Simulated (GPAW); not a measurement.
The system is SiC.

```
CELL_PARAMETERS angstrom
3.07569 0.00000 0.00000
-1.53785 2.66363 0.00000
0.00000 0.00000 10.07065
ATOMIC_POSITIONS crystal
Si 0.00000 0.00000 0.18789
Si 0.00000 0.00000 0.68789
Si 0.33333 0.66667 0.43784
Si 0.66667 0.33333 0.93784
C 0.00000 0.00000 0.00046
C 0.00000 0.00000 0.50046
C 0.33333 0.66667 0.24980
C 0.66667 0.33333 0.74980
```

The cell is a database's computed one.

Base run:

| Quantity | Value |
| --- | --- |
| Program | GPAW 26.7.0 |
| Functional | M06-L |
| Potentials or basis | GPAW PAW data sets (gpaw-data 1.2.1) |
| Cutoff | 800 eV |
| Basis | pw |
| k mesh | 6 × 6 × 2 |
| Occupations | fermi-dirac, width 0.05 eV |
| Spin | no spin polarisation |

Its results: band gap on the k mesh 2.33 eV, indirect (least direct gap 3.50 eV); pressure -2.8 GPa.

The run is repeated on the same cell with these changes: functional from M06-L to r4SCAN; band points from 100 to 60. What comes out?

Band gap on the k mesh 2.59 eV, indirect (least direct gap 3.78 eV); pressure 1.8 GPa.

Caveats: the PAW data sets were made with another functional, which shifts forces and pressure a little.
